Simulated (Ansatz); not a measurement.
GeO2 (rutile), relaxed with PBE (Ansatz, a program for electronic structure, plane waves, PAW): a = b = 4.4872 Å, c = 2.9050 Å, α = β = γ = 90.00°.

| Item | Value |
|---|---|
| gap (eV) | 1.23 |
| B₀ by P(V) fit (GPa) | 188 |

**Question.** The same phase is relaxed and computed with HSE06 in the same code. What are the cell and these values now?

**Answer.** a = b = 4.4086 Å, c = 2.8622 Å, α = β = γ = 90.00°.

- gap (eV) = 3.82
- B₀ by P(V) fit (GPa) = 239

All cells were relaxed under the symmetry of their starts (and spin orders); stability against distortions was not tested throughout. Spin–orbit coupling is left out wherever it is not named.

Potentials: the later of the program's two PAW sets.

Ansatz is a plane-wave DFT program.
